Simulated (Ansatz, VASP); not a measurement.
## One calculation of Cu, two programs

The input INCAR:

```
PREC = Accurate
ENCUT = 520
EDIFF = 1E-6
ISMEAR = -1
SIGMA = 0.05
LREAL = False
LASPH = True
NELM = 80
ALGO = Normal
ISIF = 2
LWAVE = False
LCHARG = False
GGA = PE
NBANDS = 18
```

KPOINTS

```
Automatic mesh
0
Gamma
  11 11 11
```

File POSCAR:

```
Cu
1.0
    0.0000000000      2.4627820114      2.4627820114
    2.4627820114      0.0000000000      2.4627820114
    2.4627820114      2.4627820114      0.0000000000
Cu
2
Direct
   -0.1250000000     -0.1250000000     -0.1250000000
    0.1250000000      0.1250000000      0.1250000000
```

Input for Ansatz:

```yaml
crystal:
  lattice:
    - [0.0, 2.4627820114, 2.4627820114]
    - [2.4627820114, 0.0, 2.4627820114]
    - [2.4627820114, 2.4627820114, 0.0]
  atoms:
    - { symbol: Cu, position: [-0.125, -0.125, -0.125] }
    - { symbol: Cu, position: [0.125, 0.125, 0.125] }
kpoints:
  mp_grid: { grid: [11, 11, 11] }
scf:
  occupations: { method: fermi_dirac, width: 0.05 }
hamiltonian:
  xc: pbe
  pseudopotentials: { kind: paw }
output:
  forces: true
  stress: true
  eigenvalues: true
  populations: true
  write_density: true
  write_potential: true
  elf: true
  volumetric_format: npy
```

Change from the starting cell: shortest bond scaled by 1, PAW files.

Alike in both runs: task single point; functional PBE; k mesh 11 × 11 × 11; occupations fermi-dirac, width 0.05 eV; no spin polarisation.

|  | VASP | Ansatz |
| --- | --- | --- |
| version | VASP 6.6.1 | Ansatz 0.2.0 |
| potentials or method | VASP PAW PBE potentials, release 64 (Cu) | PAW with Ansatz's default frozen-core files, scalar-relativistic |
| plane-wave cutoff (eV) | 520 | 420 |
| valence electrons in the cell | 22 | 38 |

Ansatz gave:

| Item | Value |
| --- | --- |
| pressure (GPa) | 25.4 |

**Question.** What did VASP give for the same quantities?

**Answer.** Pressure (GPa): 25.5.

The two sets of potentials don't hold the same shells in valence.

Caveats: so large a pressure means that the cell lies far from this level's equilibrium, or that cutoff or potentials fall short (VASP).
